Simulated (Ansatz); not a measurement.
Al vacancy in AlAs

Theory: DFT PBE, scalar-relativistic, plane waves, PAW (Ansatz). Run with 420 eV cutoff, 3×3×3 k-mesh, Gaussian smearing of 0.01 eV, collinear spin.

Host crystal, relaxed:

```yaml
crystal:
  lattice:
    - [0.00000, 2.86396, 2.86396]
    - [2.86396, 0.00000, 2.86396]
    - [2.86396, 2.86396, 0.00000]
  atoms:
    - { symbol: Al, position: [0.00000, 0.00000, 0.00000] }
    - { symbol: As, position: [0.75000, 0.75000, 0.75000] }
```

Supercell of 16 atoms, rows in host cell vectors: 0 -2 2; 0 0 2; -2 0 2. Atoms relax at the host's cell, keeping the symmetry that the supercell leaves at the site. The cell is small, so energies carry finite-size errors of tenths of an eV. The host's Kohn–Sham gap is 1.50 eV. Atoms are taken from and returned to the elements' standard states. Charged cells are corrected for image charges with the computed static dielectric tensor (mean 11.6) and aligned with the host's potential at far atoms (alignment terms reach 1.02 eV; the program doubts the alignment in some charges, where it is up to 1.02 eV). No band-filling term is added, and the Fermi level counts from the host's valence band top.

Defect: Al vacancy set at (0.000, 0.000, 0.000) of the host cell. Before relaxation its nearest neighbours are 4 As at 2.48 Å.

| charge | E_f at the valence band top (eV) | over the neutral state (eV) | moment (μB) | largest move (Å) | atoms near the site |
| --- | --- | --- | --- | --- | --- |
| 0 | 3.57 | 0.00 | 0.19 | 0.02 | 4 As at 2.46 Å |
| -1 | 4.07 | 0.50 | 0.59 | 0.12 | 4 As at 2.36 Å |
| -2 | 5.11 | 1.53 | 0.41 | 0.17 | 4 As at 2.31 Å |

Among the charges computed the stable one is 0 at the valence band top, changing to -1 at 0.50 eV, changing to -2 at 1.04 eV. In charge 0, -1, -2 the cell has partly filled bands: a level of the defect may be part filled, the carrier may sit in the host's bands, or levels may cross between the k points, so transitions that involve it are doubtful. Without the alignment that the program doubts, the level (0/-1) would lie at -0.05 eV, outside the gap, so these runs don't decide whether the defect changes charge there. Fractional moments come from partly filled bands of the small cell.